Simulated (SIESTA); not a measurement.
Crystal: BaTiO3.

```
Ba Ti O
1.0
     3.99980    0.00000    0.00000
     0.00000    3.99980    0.00000
     0.00000    0.00000    4.01800
Ba Ti O
1 1 3
Direct
  0.00000 0.00000 0.00000
  0.50000 0.50000 0.49000
  0.00000 0.50000 0.51700
  0.50000 0.00000 0.51700
  0.50000 0.50000 0.01900
```

Program: SIESTA 5.4.2. Alike in all runs: task band structure; no spin polarisation; cell as given; k mesh 7 × 7 × 7; smearing fermi-dirac 0.05 eV; grid cutoff 800 Ry; energy shift 0.003 Ry.

Q: Order these runs on this cell by their pressure, lowest first.
A. level PBE; potentials or basis PseudoDojo 0.4 standard (PBE files), TZDP (energy shift 0.003 Ry; two zetas on semicore shells; d shell added on Ba)
B. level RPBE; potentials or basis PseudoDojo 0.4 standard (PBE files), DZP (energy shift 0.003 Ry; two zetas on semicore shells; d shell added on Ba)
C. level AM05; potentials or basis PseudoDojo 0.4 standard (PBEsol files), DZP (energy shift 0.003 Ry; two zetas on semicore shells; d shell added on Ba)

A: C (-0.9 GPa), A (4.5 GPa), B (8.4 GPa).

Caveats: this set's barium file shifts pressures by up to 1 GPa against other sets; the basis of atomic orbitals isn't converged, which shifts pressures, moduli and gaps; the potentials were made for another functional, which shifts forces and pressure (some runs).
